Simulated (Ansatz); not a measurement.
Set up this calculation in Ansatz 0.2.0, as the native input.

| Quantity | Value |
| --- | --- |
| Task | single point |
| Functional | PBE |
| Potentials or basis | Ansatz PAW |
| Cutoff | 420 eV (not typed: the program's choice for these potentials) |
| k mesh | 12 × 12 × 12 |
| Occupations | gaussian, width 0.011 eV |
| Spin | no spin polarisation |

The system is W.

```
CELL_PARAMETERS angstrom
-1.58234 1.58234 1.58234
1.58234 -1.58234 1.58234
1.58234 1.58234 -1.58234
ATOMIC_POSITIONS crystal
W 0.00000 0.00000 0.00000
```

These files were run (other wordings do the same):

input.yaml

```yaml
crystal:
  lattice:
    - [-1.582345, 1.582345, 1.582345]
    - [1.582345, -1.582345, 1.582345]
    - [1.582345, 1.582345, -1.582345]
  atoms:
    - { symbol: W, position: [0.0, 0.0, 0.0] }
hamiltonian:
  xc: pbe
  pseudopotentials: { kind: paw }
kpoints:
  mp_grid: { grid: [12, 12, 12] }
scf:
  occupations: { method: gaussian, width: 0.011 }
output:
  forces: true
  stress: true
  eigenvalues: true
```

Potentials or basis: Ansatz PAW.

Launch:

```bash
$ ansatz run input.yaml --threads 2 --pin off --max-ram 5632MiB --backend cpu --events-out ev --progress --plain --runs-dir out
```

It gave:

```
Pressure               : 6.0 GPa
Band gap on the k mesh : none (metal or under the smearing width)
```

It took 0.8 s on 2 threads of Intel(R) Xeon(R) Processor @ 2.70GHz, on a shared host, peak memory 0.29 GiB.
